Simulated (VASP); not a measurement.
Runs of VASP 6.6.1 on GaAs. Symmetry: F-43m, No. 216, cubic system. Conventional cell: a = 5.654 Å, b = 5.654 Å, c = 5.654 Å, α = 90.00°, β = 90.00°, γ = 90.00°. As (site symmetry -43m) has 4 Ga at 2.45 Å as nearest neighbours. Ga (site symmetry -43m) is surrounded by 4 As at 2.45 Å. 

```tsv
task	level	k mesh	share of exact exchange	grid for exact exchange (PRECFOCK)	exchange at q = 0	mesh quality	gap on the mesh (eV)	pressure (GPa)
single point	PBE0(alpha)	4 × 4 × 4	0.3	Fast	truncated	coarse	2.49	0.5
single point	PBE0(alpha)	4 × 4 × 4	0.2	Fast	truncated	coarse	1.81	1.5
single point	PBE0(alpha)	4 × 4 × 4	0.1	Fast	truncated	coarse	1.14	2.6
single point	PBE0(alpha)	4 × 4 × 4	0.4	Fast	truncated	coarse	3.20	(c)
band structure	r2SCAN	6 × 6 × 6	-	-	-	not flagged	1.00	(b)
single point	PBE0(alpha)	4 × 4 × 4	0.25	Fast	truncated	coarse	2.15	(a)
single point	PBE0(alpha)	4 × 4 × 4	0.15	Fast	truncated	coarse	(d)	2.1
single point	PBE0(alpha)	4 × 4 × 4	0.05	Fast	truncated	coarse	0.82	3.2
```

Alike in all rows: potentials or basis VASP PAW PBE potentials, release 64 (As, Ga_d); no spin polarisation; cell as given; cutoff (eV) 520; smearing fermi-dirac 0.05 eV.

**Question.** Fill in the values left out.

**Answer.** (a) 1.0; (b) 0.6; (c) -0.5; (d) 1.47.

Caveats: some runs use coarse meshes; the PAW data sets were made with another functional, which shifts forces and pressure a little.

A k mesh can miss the band edges, and the runs leave out spin-orbit coupling on As, Ga.
